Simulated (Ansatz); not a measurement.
## What a trial cell of TiCo relaxes into

Computed with DFT PBE, scalar-relativistic, plane waves, PAW (Ansatz 0.2.0). Cutoff 420 eV, Gaussian smearing, Γ-centred meshes. Cell and atoms relax first on a coarse mesh and then on a finer one. In between, the cell is made exact in the group found at 0.06 Å. In metals the finer mesh still leaves noise of several meV/atom or more. The steps can't lower the symmetry of their start. Collinear spin, starting moments Co 3.0 μB.

The guess for TiCo was made by a generator: random cell by space group and Wyckoff sites (P-6m2, No. 187). Its size is a rough estimate.

```yaml
crystal:
  lattice:
    - [3.41950, 0.00000, 0.00000]
    - [-1.70975, 2.96138, 0.00000]
    - [0.00000, 0.00000, 2.57828]
  atoms:
    - { symbol: Ti, position: [0.33333, 0.66667, 0.50000] }
    - { symbol: Co, position: [0.00000, 0.00000, 0.50000] }
```

Formation energies are uncorrected and refer to the elements' standard structures at the same level.

Problem. Where does the relaxation end?

Solution. The symmetry stays P-6m2 (No. 187). The volume per atom grows by 27.0 %, from 13.1 to 16.6 Å³. The shortest distance goes from 1.97 Å (Ti–Co) to 2.26 Å (Ti–Co). The ratio c/a of the conventional cell changes by a factor of 0.85. The energy falls by about 0.70 eV/atom (the start's value is from the coarse mesh). Conventional cell: a = 3.913 Å, c = 2.500 Å. Ti is surrounded by 3 Co at 2.26 Å and 2 Ti at 2.50 Å; Co is surrounded by 3 Ti at 2.26 Å and 2 Co at 2.50 Å.

```cif
data_structure
_symmetry_space_group_name_H-M 'P-6m2'
_symmetry_Int_Tables_number 187
_cell_length_a 3.9133
_cell_length_b 3.9133
_cell_length_c 2.4997
_cell_angle_alpha 90.000
_cell_angle_beta 90.000
_cell_angle_gamma 120.000
_cell_volume 33.15
loop_
_atom_site_label
_atom_site_type_symbol
_atom_site_symmetry_multiplicity
_atom_site_Wyckoff_symbol
_atom_site_fract_x
_atom_site_fract_y
_atom_site_fract_z
_atom_site_occupancy
Ti1 Ti 1 b 0.00000 0.00000 0.50000 1
Co1 Co 1 f 0.66667 0.33333 0.50000 1
```

Problem. Give its energy and gap.

Solution. The formation energy is +0.60 eV/atom. The gap on the 18×18×22 mesh of the 2-atom cell is 0 eV (a metal). The net moment per atom is 0.00 μB and the moment by site is all under 0.1 μB.

It can't be a ground state, since the elements alone are lower.

The last run used collinear spin and Gaussian smearing of 0.10 eV. A structure relaxed within its symmetry needn't be a true minimum. In all, the 3 runs took 8.6 min on 1 thread of Arm Neoverse V2, on a shared host. Another cell of TiCo relaxed alike, in Pm-3m (a Materials Project cell), lies 1.01 eV/atom lower, so this cell isn't the stable form at this level. Site moments count only spheres around the atoms; the net moment includes the space between them.
